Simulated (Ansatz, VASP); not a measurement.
# Pb: VASP beside Ansatz

```
Pb
1.0
     3.53631    0.00000    0.00000
    -1.76816    3.06254    0.00000
     0.00000    0.00000    5.89399
Pb
2
Direct
  0.33333 0.66667 0.25000
  0.66667 0.33333 0.75000
```

Alike in both runs: functional PBE; k mesh 12 × 12 × 8; occupations gaussian, width 0.1 eV; no spin polarisation.

Ansatz relaxed the structure, and its values are those at the end. VASP's run is a single point on that final structure, the one shown.

|  | VASP | Ansatz |
| --- | --- | --- |
| version | VASP 6.6.1 | Ansatz 0.2.0 |
| potentials or method | VASP PAW PBE potentials, release 64 (Pb_d) | scalar-relativistic, plane waves, PAW |
| plane-wave cutoff (eV) | 520 | 420 |
| valence electrons in the cell | 28 | 28 |

```tsv
	VASP	Ansatz	Ansatz less VASP
gap on the k mesh at the Fermi level (eV)	none	none	-
pressure (GPa)	0.0	0.0	+0.04
```

A gap of «none» marks a metal or a gap that the smearing closes. With one functional, cell and mesh, what is left measures potentials, basis and numerics.

Spin-orbit coupling is left out, which matters for the levels of Pb.
